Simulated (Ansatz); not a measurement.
# Arsenic, hcp under PBE: from relaxation to bulk modulus

What does PBE give for arsenic in the hcp structure? We relax it, solve it on a dense k-mesh, switch on spin-orbit coupling, then scale the cell to 7 volumes from 88 to 112 % of the relaxed one and try a fit of the equation of state. The k-meshes are 12×12×7 for the relaxation; 19×19×11 for the dense run; 12×12×7 for spin-orbit coupling; 13×13×8 for the volumes.

Program: Ansatz 0.2.0. Level of theory: DFT PBE, plane waves (420 eV) with PAW, scalar-relativistic. These are calculated values, not measurements.

### Step 1. The starting structure

It takes space group P6_3/mmc (No. 194, hexagonal). The conventional cell has a = 2.958 Å, b = 2.958 Å, c = 4.830 Å, α = 90.00°, β = 90.00°, γ = 120.00°. As (site symmetry -6m2) has 12 As at 2.96 Å as nearest neighbours.

Structure file:

```
CELL_PARAMETERS angstrom
2.95798 0.00000 0.00000
-1.47899 2.56169 0.00000
0.00000 0.00000 4.83038
ATOMIC_POSITIONS crystal
As 0.33333 0.66667 0.25000
As 0.66667 0.33333 0.75000
```

### Step 2. Relaxation of the cell

input.yaml

```yaml
crystal:
  lattice:
    - [2.9579811701, 0.0, 0.0]
    - [-1.478990585, 2.5616868372, 0.0]
    - [0.0, 0.0, 4.8303832507]
  atoms:
    - { symbol: As, position: [0.3333333333, 0.6666666667, 0.25] }
    - { symbol: As, position: [0.6666666667, 0.3333333333, 0.75] }
hamiltonian:
  xc: pbe
  pseudopotentials:
    kind: paw
    azcp:
      As: "pseudopotentials/As.paw.azcp"
basis:
  ecutwfc: 420
  fft_grid_basis: typed
kpoints:
  mp_grid: { grid: [12, 12, 7], shift: [0, 0, 0] }
magnetization:
  spin_polarized: false
scf:
  occupations: { method: fermi_dirac, width: 0.1 }
relax:
  max_steps: 60
  f_tol: 0.01
  cell: {}
```

On the command line:

```console
> ansatz run input.yaml --threads 1 --pin off --max-ram 3584MiB --backend cpu --events-out ev --progress --plain --runs-dir out
```

The runs that follow: The energy on a finer k-mesh; A two-component run at the same geometry; The cell scaled to 88 % of its volume; The cell scaled to 92 % of its volume; The cell scaled to 96 % of its volume; The cell scaled to 100 % of its volume; The cell scaled to 104 % of its volume; The cell scaled to 108 % of its volume; The cell scaled to 112 % of its volume.

Before running it: what results should come out? Wanted: space group; conventional cell; volume; shortest distance; gap on the mesh; relative to grey arsenic; V₀, B₀, B₀′.

The runs gave:

```
                      quantity                                   value
space group (spins left aside)                      P6_3/mmc (No. 194)
             conventional cell  a = 3.077 Å, c = 4.696 Å (c/a = 1.526)
                        volume                          19.252 Å³/atom
             shortest distance                                 2.944 Å
               gap on the mesh            none (levels filled in part)
 relative to grey arsenic (A7)                           +512 meV/atom
                   V₀, B₀, B₀′             19.291 Å³/atom, 79 GPa, 4.2
```

What this shows: The relaxation enlarged the cell by 5.2 % in volume. It lies 512 meV/atom above the element's reference form at the same level (grey arsenic (A7), from a run of its own), so it is far from stable. No gap shows: it is a metal or semimetal at this level. Totals with and without spin-orbit coupling (-0.14 eV/atom apart) can't be read as binding, since the two-component data shift the zero of energy. B₀ comes out at 79 GPa; letting shape and positions relax at each volume could only lower it. Relaxation kept the symmetry; phonons were not checked.
